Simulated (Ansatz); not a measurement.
## A failed many-body run on KBr (Fm-3m)

What is wrong with this input for KBr (Fm-3m)?

Main program and level: Ansatz 0.2.0; G0W0 on PBE, plane waves, PAW.

### Step 1. The structure

The structure is cubic, space group Fm-3m (No. 225). The conventional cell has a = 6.600 Å, b = 6.600 Å, c = 6.600 Å, α = 90.00°, β = 90.00°, γ = 90.00°. Nearest to K lie 6 Br at 3.30 Å. Nearest to Br lie 6 K at 3.30 Å. Farther neighbours and most contacts between anions are not listed.

The cell and positions come from the Crystallography Open Database and are kept as given unless a step says otherwise. The default PAW set here is soft_2. Its files were made with PBE.

### Step 2. First try

The input, input.yaml:

```yaml
crystal:
  lattice:
    - [0.0, 3.3, 3.3]
    - [3.3, 0.0, 3.3]
    - [3.3, 3.3, 0.0]
  atoms:
    - { symbol: K, position: [0.0, 0.0, 0.0] }
    - { symbol: Br, position: [0.5, 0.5, 0.5] }
kpoints:
  mp_grid: { grid: [4, 4, 4] }
hamiltonian:
  xc: pbe
scf:
  occupations: { method: fixed }
gw:
  n_empty_bands: 4
  ecut_chi: 40
  qp_bands: [v2, c2]
  qp_kpoints: band_edges
  screening: { model: contour_deformation }
```

Command:

```bash
> ansatz run input.yaml --threads 3 --pin off --max-ram 92160MiB --backend cuda --events-out ev --progress --plain --runs-dir out --devices 1 --max-vram 13GiB
```

Numbers of over 12 decimals in the logs are rounded to 6 here.

Output:

```text
GPUs: using 1 of 1 available (devices: 1).
Engine: ansatz 0.2.0, x86_64-unknown-linux-gnu
Pseudopotentials: kind: paw
Pseudopotential: K, paw, valence charge 9, recommended cutoff 420 eV (normal), K.paw.azcp
Pseudopotential: Br, paw, valence charge 7, recommended cutoff 420 eV (normal), Br.paw.azcp
Functional definition: PBE
  parameter kappa = 0.804
  parameter beta = 0.066725
  exchange = pbe_x(kappa = kappa, mu = beta*pi^2/3)
  correlation = pbe_c(beta = beta)
device memory: the entry about to start is reckoned to put 0.9 GiB on a device that reports 35.8 GiB free (of which the cap on the GPU budget leaves the run 13.0 GiB)
GPU FFT provider: cuFFT
GPU libraries: cuBLAS 13.8.2, cuFFT 12.4.0, cuSOLVER 12.3.4
Crystal: 2 atoms, lattice volume = 71.874 Å³
Basis set: ecut = 420 eV, 1411 PW (Γ)
Bands: 12, of which v1, the nominal top of the filled ones, is band 8 counted from 1 (7 counted from 0)
Symmetry: 48 space group operations
Space group: Fm-3m (ITA 225), of the structure as read, at distance tolerance 4.2e-5 Å
k-points: 8 of 64
Non-local potential: K, projectors of the file, l = 0: 3, l = 1: 2, l = 2: 2
Non-local potential: Br, projectors of the file, l = 0: 2, l = 1: 2, l = 2: 2
PAW form: soft (Blöchl's): semilocal exchange-correlation on the pseudo side does not see the compensation charge
PAW one-centre angular grid: K, 110 points (default); XC on 64 Gauss nodes
PAW one-centre angular grid: Br, 110 points (default); XC on 64 Gauss nodes
Initial density: superposition of atomic densities (neutral atoms: chi_scale 0, normalization atom), corrected by the library's trained network
Initial wavefunctions: pseudopotential atomic-orbital guess
GPU buffer pool allocated for 32768 grid points (all kernels)
GPU transforms: local potential and band sums: pruned to the plane-wave sphere, on 32×32×32
Functional: x = pbe(κ = 0.804, μ = 0.219515), c = pbe(β = 0.066725)
SCF iter   1: F=—  HF=-4324.496265 eV  |F-HF|=—  |Δ(HF+E_count)|=         —  Δρ=1.75e-4  dr2=1.22e-5  ethr=1.77e-3  ⟨swp⟩=5.2  Hψ=526  notcnv=0  defer=13
preconditioner: auto → none  [insulator: Δε(μ)=4.426 eV  Ē_g=14.776 eV  n_scr=14 (ndim 8)  ℏωp=16.4 eV  f_vac=0.056  ε∞_Penn≈2.2]
SCF iter   2: F=—  HF=-4324.496181 eV  |F-HF|=—  |Δ(HF+E_count)|=   8.42e-5  Δρ=2.03e-4  dr2=5.19e-5  ethr=7.62e-8  ⟨swp⟩=3.4  Hψ=311  notcnv=0  defer=16
SCF iter   3: F=—  HF=-4324.496172 eV  |F-HF|=—  |Δ(HF+E_count)|=   9.17e-6  Δρ=6.65e-5  dr2=4.02e-6  ethr=7.62e-8  ⟨swp⟩=2.0  Hψ=152  notcnv=0  defer=16
SCF iter   4: F=—  HF=-4324.496178 eV  |F-HF|=—  |Δ(HF+E_count)|=   6.28e-6  Δρ=3.30e-5  dr2=1.23e-6  ethr=2.51e-8  ⟨swp⟩=2.0  Hψ=152  notcnv=0  defer=16
SCF iter   5: F=—  HF=-4324.496178 eV  |F-HF|=—  |Δ(HF+E_count)|=   6.30e-8  Δρ=1.32e-5  dr2=2.06e-7  ethr=7.67e-9  ⟨swp⟩=2.0  Hψ=120  notcnv=0  defer=16
SCF iter   6: F=-4324.496178 eV  HF=-4324.496178 eV  |F-HF|=1.43e-8  |Δ(HF+E_count)|=   5.30e-8  Δρ=3.82e-6  dr2=1.70e-8  ethr=6.25e-10  ⟨swp⟩=6.6  Hψ=410  notcnv=0
SCF 1 converged in 6 iterations: F = -4324.496178 eV  dr2 = 1.70e-8
[...]
device memory: the entry about to start is reckoned to put 1.2 GiB on a device that reports 35.8 GiB free (of which the cap on the GPU budget leaves the run 13.0 GiB)
NSCF: frozen V_eff on 8 k-points
[...]
device memory: the entry about to start is reckoned to put 0.9 GiB on a device that reports 35.8 GiB free (of which the cap on the GPU budget leaves the run 13.0 GiB)
NSCF: frozen V_eff on 8 k-points
G₀W₀ screening: q 1/8
[... further progress lines ...]
device memory: the entry about to start is reckoned to put 0.3 GiB on a device that reports 35.3 GiB free (of which the cap on the GPU budget leaves the run 13.0 GiB)
NSCF: frozen V_eff on 1 k-points
SCF converged after 6 iterations
Free energy (F): -4324.496178 eV
Harris-Foulkes:  -4324.496178 eV  (|F-HF|=1.43e-8)
Internal energy: -4324.496178 eV  (E = F + TS)
E sigma→0 (E₀):  -4324.496178 eV
Fermi energy:    1.069751 eV
--- Per-component energies (eV) ---
  E_band       = -133.506746
  E_kinetic    = 388.477015
  E_local      = -838.841777  (includes V_loc(G=0)·N_el)
  E_nonlocal   = 82.863896
  E_hartree    = 272.003665
  E_xc         = -400.627802
  E_vxc        = -269.648545  (∫ρ·V_xc dr)
  E_paw        = -3028.385325  (= ΣΔE_a)
  E_vpaw       = -40.364180  (= ΣTr[D̂ρ^β])
  E_aug_tail   = -0.000004  (compensation charges beyond the density's cutoff)
  E_ewald      = -799.985846
  E_smearing   = -0.000000  (= −TS)
  E_closure    = -0.000000  (closes the sum)
  Σ components = -4324.496178   (vs F -4324.496178, Δ=0.00e0)
--- Band table (eV; the first three rows and the last of 8) ---
  k-point 0: bands = [... 4 lower, -10.1843, 1.0698, 1.0698, 1.0698, 5.5050, 8.6736, 8.6736, 8.6736]
  k-point 1: bands = [... 4 lower, -10.0522, 0.3989, 0.8962, 0.8962, 6.7570, 8.5566, 9.3724, 9.3724]
  k-point 2: bands = [... 4 lower, -9.9357, -0.1081, 0.7362, 0.7362, 7.6587, 9.3032, 10.8050, 10.8050]
  k-point 7: bands = [... 4 lower, -10.0884, 0.4832, 0.4832, 0.5329, 8.4558, 8.4558, 9.3300, 10.0633]
--- G₀W₀: contour deformation, 5 samples at zero and on the imaginary axis and 2 off it, 64 q-points, 4 empty bands' worth ---
  eigenvalues of the whole cell's RPA ε∞ on this k-mesh (on a slab, of 1 + 4πα/V) = 2.0854, 2.0854, 2.0854; static W/v taken at q = 0 is 0.479520
  bands read: the sum over 12 bands ends inside a degenerate multiplet in 1 slot, whose members it reads at an even weight; the widest, k=3: bands 12 to 13 (counted from 1) at 1/2 each
  gw.qp_kpoints: band_edges: 8 of 8 stored k-points solved, in 1 pass; an edge of the gap read off the rows below is read off those points alone
  `?` marks the rows in doubt; gw_qp.tsv's column doubts and the gw_qp event give each row's grounds
    ik  band        ε_KS         Σx   Σc(E_QP)       V_xc       Z   E_QP_lin       E_QP  E_QP is
     0     7      1.0698   -19.4660     2.6170   -15.5675  0.8284    -0.2404    -0.2117  root
     0     8      1.0698   -19.4660     2.6170   -15.5675  0.8284    -0.2404    -0.2117  root
     0     9      5.5050    -4.2690    -1.7537    -7.8620  0.8794     7.3818     7.3443  root
     0    10      8.6736    -4.0613    -1.7730    -8.7418  0.8878    11.7048    11.5812  root ?
     1     7      0.8962   -19.1441     2.6275   -15.2047  0.8260    -0.4466    -0.4156  root
     1     8      0.8962   -19.1441     2.6275   -15.2047  0.8260    -0.4466    -0.4156  root
     1     9      6.7570    -4.8953    -1.7479    -8.6363  0.8759     8.7999     8.7500  root
     1    10      8.5566    -4.2302    -1.8232    -8.5939  0.8773    11.1991    11.0971  root ?
     2     7      0.7362   -18.8863     2.6453   -14.8992  0.8236    -0.6390    -0.6056  root
     2     8      0.7362   -18.8863     2.6453   -14.8992  0.8236    -0.6390    -0.6056  root
     2     9      7.6587    -3.7575    -1.7180    -7.4140  0.8792     9.6460     9.5971  root
     2    10      9.3032    -5.6959    -2.1483   -10.3870  0.8537    11.9908    11.8460  root ?
     3     7      0.9078   -19.2360     2.6271   -15.2794  0.8264    -0.4533    -0.4215  root
     3     8      0.9078   -19.2360     2.6271   -15.2794  0.8264    -0.4533    -0.4215  root
     3     9      6.9709    -4.9582    -1.7530    -8.8629  0.8773     9.1824     9.1226  root
     3    10      7.6016    -3.4104    -1.7811    -7.5307  0.8818    10.0128     9.9408  root
     4     7      0.6073   -18.7333     2.6493   -14.6876  0.8225    -0.8261    -0.7892  root
[...]
6    10      8.2706    -4.3493    -1.6405    -8.5692  0.8911    10.9361    10.8500  root
     7     7      0.4832   -18.6170     2.6585   -14.5097  0.8214    -1.0062    -0.9656  root
     7     8      0.5329   -18.5711     2.6573   -14.5149  0.8210    -0.9038    -0.8660  root
     7     9      8.4558    -4.2249    -1.8559    -8.4629  0.8730    10.9281    10.8379  root
     7    10      8.4558    -4.2249    -1.8559    -8.4629  0.8730    10.9281    10.8379  root
```

The job ended after 6.2 s (1 × NVIDIA H100 80GB HBM3 (shared by 6 runs) with 3 threads of AMD EPYC 7R13 (Zen 3), shared host; peak memory 0.96 GiB).

The column dr2 measures how far the density is from self-consistency, as an energy; F and HF (Harris–Foulkes) agree once it is small.

**Diagnosis.**

The run ended normally, though the input holds a fault or crude settings.

The fault: four empty bands in G0W0. The sums over empty states are cut off almost at the gap, so screening and correlation are far from complete.

It printed a gap of 7.56 eV, which is an artefact of the settings.

### Step 3. A better input

G0W0 replaces the xc potential by the self-energy, built once from these orbitals. Only a window of levels is corrected, while the sums run over the empty bands that the input names.

Edit input.yaml of step 2 so:

```diff
@@ -15,4 +15,4 @@
 gw:
-  n_empty_bands: 4
-  ecut_chi: 40
+  n_empty_bands: 214
+  ecut_chi: 120
   qp_bands: [v2, c2]
```

Output:

```text
GPUs: using 1 of 1 available (devices: 1).
[...]
GPU FFT provider: cuFFT
GPU libraries: cuBLAS 13.8.2, cuFFT 12.4.0, cuSOLVER 12.3.4
Crystal: 2 atoms, lattice volume = 71.874 Å³
Basis set: ecut = 420 eV, 1411 PW (Γ)
Bands: 12, of which v1, the nominal top of the filled ones, is band 8 counted from 1 (7 counted from 0)
Symmetry: 48 space group operations
[...]
k-points: 8 of 64
[...]
GPU buffer pool allocated for 32768 grid points (all kernels)
[...]
SCF iter   1: F=—  HF=-4324.496265 eV  |F-HF|=—  |Δ(HF+E_count)|=         —  Δρ=1.75e-4  dr2=1.22e-5  ethr=1.77e-3  ⟨swp⟩=5.2  Hψ=526  notcnv=0  defer=13
[...]
SCF iter   6: F=-4324.496178 eV  HF=-4324.496178 eV  |F-HF|=1.43e-8  |Δ(HF+E_count)|=   5.30e-8  Δρ=3.82e-6  dr2=1.70e-8  ethr=6.25e-10  ⟨swp⟩=6.6  Hψ=410  notcnv=0
SCF 1 converged in 6 iterations: F = -4324.496178 eV  dr2 = 1.70e-8
[...]
0     7      1.0698   -19.4660     2.0146   -15.5675  0.8032    -0.8628    -0.8141  root
     0     8      1.0698   -19.4660     2.0146   -15.5675  0.8032    -0.8628    -0.8141  root
     0     9      5.5050    -4.2690    -2.9803    -7.8620  0.8596     6.1208     6.1178  root
     0    10      8.6736    -4.0613    -3.3709    -8.7418  0.8493    10.0015     9.9832  root
     1     7      0.8962   -19.1441     2.0396   -15.2047  0.8023    -1.0549    -1.0036  root
     1     8      0.8962   -19.1441     2.0396   -15.2047  0.8023    -1.0549    -1.0036  root
     1     9      6.7570    -4.8953    -3.0577    -8.6363  0.8525     7.4445     7.4403  root
     1    10      8.5566    -4.2302    -3.2977    -8.5939  0.8459     9.6351     9.6226  root
[...]
7     7      0.4832   -18.6170     2.1341   -14.5097  0.8009    -1.5497    -1.4900  root
     7     8      0.5329   -18.5711     2.1059   -14.5149  0.8002    -1.4757    -1.4175  root
     7     9      8.4558    -4.2249    -3.2509    -8.4629  0.8455     9.4537     9.4429  root
     7    10      8.4558    -4.2249    -3.2509    -8.4629  0.8455     9.4537     9.4429  root
[key lines of the parts left out:]
SCF converged after 6 iterations
Free energy (F): -4324.496178 eV
Fermi energy:    1.069751 eV
```

The job ended after 15 s (1 × NVIDIA H100 80GB HBM3 (shared by 6 runs) with 3 threads; peak memory 1.1 GiB; 13 s of CPU time).

Numbers from this step:

| Property | Result |
| --- | --- |
| bands summed | 222 |
| RPA ε∞ on this mesh (eigenvalues) | 2.365, 2.365, 2.365 |
| plane waves in the screening matrix | 181 |
| q-points in the mesh | 64 |
| G0W0 gap on the mesh | 6.932 eV |
| k of the valence top | 0, 0, 0 |
| k of the conduction bottom | 0, 0, 0 |
| starting gap on the mesh | 4.435 eV |
| Z at the valence top | 0.8032 |
| Z at the conduction bottom | 0.8596 |
| least direct G0W0 gap on the computed points | 6.932 eV |

The gap on the mesh goes from 4.44 eV to 6.93 eV, a correction of +2.50 eV. Between the two edge states, bare exchange in place of the xc potential would open the gap by 7.49 eV, and correlation takes back 4.99 eV.

### Step 4. Outcome

```
first try  : converged after 6.2 s
better run : G0W0 gap on the mesh 6.93 eV (4×4×4 mesh, 214 empty bands, screening to 120 eV)
```

What this shows: The second run differs in: empty bands and screening cutoff (eV). Bands and cutoff are finite, so the gap is not at the basis limit. The miss can reach some tenths of an eV and take either sign; the mesh is an error of its own. The many-body steps are scalar-relativistic: spin-orbit coupling is not in them.

[Paths, hosts, dates, memory and timing lines, banners, echoed tables and standing remarks are left out of the program output.]

[Logs are printed without paths, hosts, clocks, repeated set-up lines and the standing remarks that a program may print on its own settings, such as how far it seeks lower states.]

[Runs of the session that timed out or met a known fault of the program may be left out.]

[Cells called generated may have been cut or substituted from an entry of the Crystallography Open Database or the Materials Project.]

[Hosts, paths, dates, database ids (printed as entryN), source tags and the programs' standing remarks are cut or masked in the printed files.]
